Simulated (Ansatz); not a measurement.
Reaction (ligand exchange at a Ge–C bond): `F[C](F)(F)[GeH3]` + `CN[SiH2]O` → `C[N]([GeH3])[SiH2]O` + `FC(F)F`

Program: Ansatz. Geometries: PBE0-D4/def2-TZVP. ΔE: electronic, gas phase. CBS: MP2 limit from def2 TZ/QZ plus the TZ coupled-cluster correction, frozen cores. This one scheme is used for every species. Functionals use def2-TZVPP. For Ge outer-core shells are correlated without core-valence functions, which leaves a few kJ/mol of doubt a bond. Scalar relativity is left out up to krypton. Each species was taken in one conformer, which may not be the lowest.

Q: Is it downhill or uphill in electronic energy at CCSD(T)/CBS, and by how much? (Best estimate.)

A: The calculation gave: Downhill: ΔE = -50.6 kJ/mol.

Q: What do these levels give: PBE0-D4, ωB97M-V, PBE0, MP2/def2-TZVPP, CCSD/def2-TZVPP, CCSD(T)/def2-TZVPP? (An estimate is asked.)

A: Ansatz gave: PBE0-D4 -44.2, ωB97M-V -42.4, PBE0 -39.4, MP2/def2-TZVPP -61.4, CCSD/def2-TZVPP -54.7, CCSD(T)/def2-TZVPP -55.1 kJ/mol.

Largest T1 diagnostic among the species: 0.012.

From PBE to PBE0 (25 % exact exchange), in def2-TZVPP and without D4, ΔE moves by −8.1 kJ/mol. The D4 term adds −8.4 kJ/mol with B3LYP and −4.8 kJ/mol with PBE0; it sums over pairs of atoms, weighted by their polarisabilities, and B3LYP, whose exchange is more repulsive, gets the larger term.

B3LYP here is the variant with VWN-RPA as its local correlation; programs differ in this.
